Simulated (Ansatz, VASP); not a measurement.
## GaSb in two plane-wave programs

Aim: how closely do two programs agree when they are given the same cell, functional and k mesh? Of the first pair: The structure shown is the start of the Ansatz relaxation below; VASP solves that cell, so the two are compared at the walk's first step.

Calculated with Ansatz 0.2.0; plane waves, with VASP 6.6.1 beside it; single point at r2SCAN.

## 1. The structure

The structure is trigonal, space group R3m (No. 160). The conventional cell has a = 4.164 Å, b = 4.164 Å, c = 10.769 Å, α = 90.00°, β = 90.00°, γ = 120.00°. Nearest to Ga lie 4 Sb at 2.58 to 2.65 Å. Nearest to Sb lie 4 Ga at 2.58 to 2.65 Å. Farther neighbours are not listed.

As a file:

```cif
data_structure
_symmetry_space_group_name_H-M 'R3m:H'
_symmetry_Int_Tables_number 160
_cell_length_a 4.1639
_cell_length_b 4.1639
_cell_length_c 10.7692
_cell_angle_alpha 90.000
_cell_angle_beta 90.000
_cell_angle_gamma 120.000
_cell_volume 161.70
loop_
_atom_site_label
_atom_site_type_symbol
_atom_site_symmetry_multiplicity
_atom_site_Wyckoff_symbol
_atom_site_fract_x
_atom_site_fract_y
_atom_site_fract_z
_atom_site_occupancy
Ga1 Ga 3 a 0.00000 0.00000 0.00212 1
Sb1 Sb 3 a 0.00000 0.00000 0.24788 1
```

## 2. Ansatz: relaxation, r2SCAN

Ansatz runs on its PAW soft_1 files.

The two programs are compared at the cell with which this relaxation starts, whose forces are those of its first step.

input.yaml

```yaml
crystal:
  lattice:
    - [0.1096635527, 3.0539743601, 3.0539743601]
    - [3.0539743601, 0.1096635527, 3.0539743601]
    - [3.0539743601, 3.0539743601, 0.1096635527]
  atoms:
    - { symbol: Ga, position: [-0.0021183692, -0.0021183692, -0.0021183692] }
    - { symbol: Sb, position: [0.7521183692, 0.7521183692, 0.7521183692] }
  conventional_axes: [[-1, 1, 0], [0, -1, 1], [1, 1, 1]]
kpoints:
  mp_grid: { grid: [12, 12, 12], shift: [0.5, 0.5, 0.5] }
hamiltonian:
  xc: r2scan
  pseudopotentials: { kind: paw, azcp: { folder: soft_1 } }
scf:
  occupations: { method: gaussian, width: 0.02 }
output:
  forces: true
  stress: true
  eigenvalues: true
relax:
  adjacent_minimum: "off"
  f_tol: 0.001
  max_steps: 60
  cell: { stress_tol: 0.01, fix: [a, b, angles] }
```

Command:

```console
$ ansatz run input.yaml --threads 4 --pin off --max-ram 10240MiB --backend cpu --events-out ev --progress --plain --runs-dir out
```

Numbers of over 12 decimals in the logs are rounded to 6 here.

Log:

```text
Engine: ansatz 0.2.0, x86_64-unknown-linux-gnu
Pseudopotentials: kind: paw
Pseudopotential: Ga, paw, valence charge 13, recommended cutoff 500 eV (meta_gga), soft_1/Ga.paw.azcp
Pseudopotential: Sb, paw, valence charge 15, recommended cutoff 500 eV (meta_gga), soft_1/Sb.paw.azcp
Functional definition: r2SCAN
  parameter k0 = 0.174
  parameter k1 = 0.065
  parameter a1 = 4.9479
  exchange = r2scan_x(k0 = k0, k1 = k1, a1 = a1)
  correlation = r2scan_c
Crystal: 2 atoms, lattice volume = 53.900 Å³
Basis set: ecut = 500 eV, 1381 PW (Γ), exchange–correlation on 128×128×128 points (64 copies of the dense FFT grid, shifted against one another)
Bands: 18, of which v1, the nominal top of the filled ones, is band 14 counted from 1 (13 counted from 0)
Symmetry: 6 space group operations
Space group: R3m (ITA 160), of the structure as read, at distance tolerance 3.8e-5 Å
k-points: 182 of 1728 (time reversal used)
Non-local potential: Ga, projectors of the file, l = 0: 2, l = 1: 2, l = 2: 3, l = 3: 1
Non-local potential: Sb, projectors of the file, l = 0: 2, l = 1: 2, l = 2: 2, l = 3: 1
PAW form: soft (Blöchl's): semilocal exchange-correlation on the pseudo side does not see the compensation charge
PAW frozen core: Ga, regenerated for the run's functional (the file was generated under x = pbe(κ = 0.804, μ = 0.219515), c = pbe(β = 0.066725))
PAW frozen core: Sb, regenerated for the run's functional (the file was generated under x = pbe(κ = 0.804, μ = 0.219515), c = pbe(β = 0.066725))
PAW one-centre angular grid: Ga, 590 points (default); XC on 160 Gauss nodes
PAW one-centre angular grid: Sb, 590 points (default); XC on 160 Gauss nodes
Initial density: superposition of atomic densities (chi_scale 0.1, normalization cell, long waves kept (reshape's long-wave potential 0.00 eV rms))
Initial wavefunctions: pseudopotential atomic-orbital guess
Functional: x = r2scan, c = r2scan; τ floored in thin density (d = 2e-4 eV/Å³)
iter 1 solved again at ethr=1.80e-3 eV; its pass at ethr=3.10e-3 eV (dr2=5.04e-1 eV) is discarded
SCF iter   1: F=—  HF=-10289.808875 eV  |F-HF|=—  |Δ(HF+E_count)|=         —  Δρ=3.80e-2  dr2=5.03e-1  dr2_τ=6.24e-3  ethr=1.80e-3  ⟨swp⟩=1.0  Hψ=22758  notcnv=0
preconditioner: auto → none  [insulator: Δε(μ)=0.599 eV  Ē_g=15.856 eV  σ=0.020 eV  W_gap=1.00  n_scr=14 (ndim 8)  ℏωp=21.5 eV  f_vac=0.002  D(μ)=0.00/eV (n_scr^D=0)  ε∞_Penn≈2.8]
SCF iter   2: F=—  HF=-10289.838399 eV  |F-HF|=—  |Δ(HF+E_count)|=   2.95e-2  Δρ=1.76e-2  dr2=8.75e-2  dr2_τ=9.44e-4  ethr=1.80e-3  ⟨swp⟩=2.5  Hψ=4974  notcnv=0
SCF iter   3: F=—  HF=-10289.869344 eV  |F-HF|=—  |Δ(HF+E_count)|=   3.09e-2  Δρ=7.47e-3  dr2=2.16e-2  dr2_τ=1.59e-4  ethr=3.12e-4  ⟨swp⟩=2.7  Hψ=5941  notcnv=0
SCF iter   4: F=—  HF=-10289.860199 eV  |F-HF|=—  |Δ(HF+E_count)|=   9.15e-3  Δρ=8.26e-4  dr2=1.71e-4  dr2_τ=7.54e-6  ethr=7.73e-5  ⟨swp⟩=3.0  Hψ=6624  notcnv=0
SCF iter   5: F=—  HF=-10289.860263 eV  |F-HF|=—  |Δ(HF+E_count)|=   6.39e-5  Δρ=3.75e-4  dr2=2.60e-5  dr2_τ=6.32e-7  ethr=6.09e-7  ⟨swp⟩=2.3  Hψ=5854  notcnv=0
SCF iter   6: F=—  HF=-10289.860274 eV  |F-HF|=—  |Δ(HF+E_count)|=   1.09e-5  Δρ=4.50e-5  dr2=6.83e-7  dr2_τ=1.98e-8  ethr=9.30e-8  ⟨swp⟩=2.0  Hψ=5704  notcnv=0
SCF iter   7: F=-10289.860274 eV  HF=-10289.860274 eV  |F-HF|=2.11e-8  |Δ(HF+E_count)|=   2.15e-7  Δρ=9.77e-6  dr2=2.58e-8  dr2_τ=7.97e-10  ethr=3.57e-10  ⟨swp⟩=7.0  Hψ=16966  notcnv=0
SCF 1 converged in 7 iterations: F = -10289.860274 eV  dr2 = 2.58e-8
  greatest PAW one-centre occupation: 0.994 electrons in one spin orbital (limit 2), on the Sb atom at site 1 (counted from 0), in its partial waves of l = 2
relax step   1: F+E_penalty+E_count = -10289.86027386 eV  Δ(F+E_penalty+E_count) = +0.000e0 eV  max|allowed force component| = 6.626e-2 eV/Å  Δτ_max = 0.0000 Å  P = +4.303 GPa  Ω = 53.900 Å³  fix = [a, b, alpha, beta, gamma]  reactions: a +6.269, b +6.269 GPa  (7 SCF iters, dr2 threshold 1.00e-7 eV, accepted)
[...]
relax step   2: F+E_penalty+E_count = -10289.86100261 eV  Δ(F+E_penalty+E_count) = -7.287e-4 eV  max|allowed force component| = 4.478e-2 eV/Å  Δτ_max = 0.0137 Å  P = +3.705 GPa  Ω = 54.291 Å³  energy of the carried Pulay correction = -8.595e-5 eV  fix = [a, b, alpha, beta, gamma]  reactions: a +5.625, b +5.625 GPa  (6 SCF iters, dr2 threshold 2.00e-7 eV, accepted)
[...]
relax step   3: F+E_penalty+E_count = -10289.86149611 eV  Δ(F+E_penalty+E_count) = -4.935e-4 eV  max|allowed force component| = 3.859e-4 eV/Å  Δτ_max = 0.0053 Å  P = +3.911 GPa  Ω = 54.158 Å³  energy of the carried Pulay correction = -5.684e-5 eV  fix = [a, b, alpha, beta, gamma]  reactions: a +5.863, b +5.863 GPa  (5 SCF iters, dr2 threshold 1.25e-7 eV, accepted)
[...]
relax step   4: F+E_penalty+E_count = -10289.86155632 eV  Δ(F+E_penalty+E_count) = -6.021e-5 eV  max|allowed force component| = 3.179e-4 eV/Å  Δτ_max = 0.0000 Å  P = +3.912 GPa  Ω = 54.158 Å³  fix = [a, b, alpha, beta, gamma]  reactions: a +5.864, b +5.864 GPa  stress off target by 9.75e-3 GPa on what of the cell is left free  SCF on the basis re-selected at this cell (its energy is not comparable with the rows above)  (6 SCF iters)
basis re-selected at this cell: Δ(F+E_penalty+E_count) = -6.021e-5 eV, ΔP = +0.001 GPa vs the last step (what re-selecting the basis moved, of the pressure what is left beyond the Pulay correction that the steps carried, after the strain that the cell walked since its last selection, with what the two solves' SCF thresholds leave and, on support functions, any second-order correction that the steps lacked; it is no m [...]
SCF converged after 6 iterations
Free energy (F): -10289.861556 eV
Harris-Foulkes:  -10289.861556 eV  (|F-HF|=3.64e-12)
Internal energy: -10289.861556 eV  (E = F + TS)
E sigma→0 (E₀):  -10289.861556 eV
Fermi energy:    8.875590 eV
--- Per-component energies (eV) ---
  E_band       = -258.694767
  E_kinetic    = 275.261058
  E_local      = -3306.009515  (includes V_loc(G=0)·N_el)
  E_nonlocal   = 299.932995
  E_hartree    = 1704.989519
  E_xc         = -147.916785
  E_vxc        = -152.590602  (∫ρ·V_xc dr)
  E_paw        = -6574.769466  (= ΣΔE_a)
  E_vpaw       = -793.926397  (= ΣTr[D̂ρ^β])
  E_aug_tail   = 0.000078  (compensation charges beyond the density's cutoff)
  E_vtau       = 8.658569  (kinetic-family band-sum trace: ∫τ·v_τ [+ j·A + Jᵃ·Aᵃ] dr)
  E_ewald      = -2541.202433
  E_core_change = -0.147008  (= ΣΔE_core)
  E_smearing   = -0.000000  (= −TS)
  E_closure    = 0.000000  (closes the sum)
  Σ components = -10289.861556   (vs F -10289.861556, Δ=0.00e0)
--- Forces (eV/Å), atoms counted from 1 ---
  atom   1  Ga    -0.00031787    -0.00031787    -0.00031787
  atom   2  Sb     0.00031801     0.00031801     0.00031801
  max |Σ_I F_I| component: 1.33e-7 eV/Å
--- Stress (GPa, compression-positive) ---
        3.912266      -1.951257      -1.951257
       -1.951257       3.912266      -1.951257
       -1.951257      -1.951257       3.912266
  P = ⅓ Tr σ = 3.9123 GPa (39.123 kbar)
--- Band table (eV; the first three rows and the last of 182) ---
  k-point 0: bands = [... 10 lower, -3.9300, 7.5377, 8.5603, 8.5603, 9.5114, 11.2717, 11.5970, 11.5970]
  k-point 1: bands = [... 10 lower, -3.8222, 6.7953, 7.8177, 8.4692, 10.0208, 11.6227, 11.7064, 12.0877]
  k-point 2: bands = [... 10 lower, -3.5529, 5.4825, 7.2333, 8.1423, 9.9704, 12.0626, 12.0951, 13.2506]
  k-point 181: bands = [... 10 lower, -2.2471, 1.4655, 6.7341, 7.2856, 10.4446, 12.5622, 12.9349, 15.9554]
--- Relaxed structure (3 steps of the walk, 3 accepted, 1 SCFs on fresh bases) ---
  F+E_penalty+E_count = -10289.86155632 eV   max|allowed force component| = 3.179e-4 eV/Å   (the final SCF, on the basis selected at the relaxed cell)
  cell:  # Å, volume = 54.1585 Å³
    - [0.119592, 3.063903, 3.063903]
    - [3.063903, 0.119592, 3.063903]
    - [3.063903, 3.063903, 0.119592]
  atoms:
    - { symbol: Ga, position: [-0.00289922, -0.00289922, -0.00289922] }
    - { symbol: Sb, position: [0.752899, 0.752899, 0.752899] }
```

Reading the cycles: dr2 is the Hartree energy of the density residual (eV), the measure of convergence; HF is the Harris–Foulkes estimate of the energy, which meets the free energy F at convergence.

[end of part 1 of 5]

[Lines on the potential files, build, host, timing and source positions are cut from VASP's logs without a mark.]

[Logs are printed without paths, hosts, clocks, repeated set-up lines and the standing remarks that a program may print on its own settings, such as how far it seeks lower states.]

[Hosts, paths, dates, database ids (printed as entryN), source tags and the programs' standing remarks are cut or masked in the printed files.]
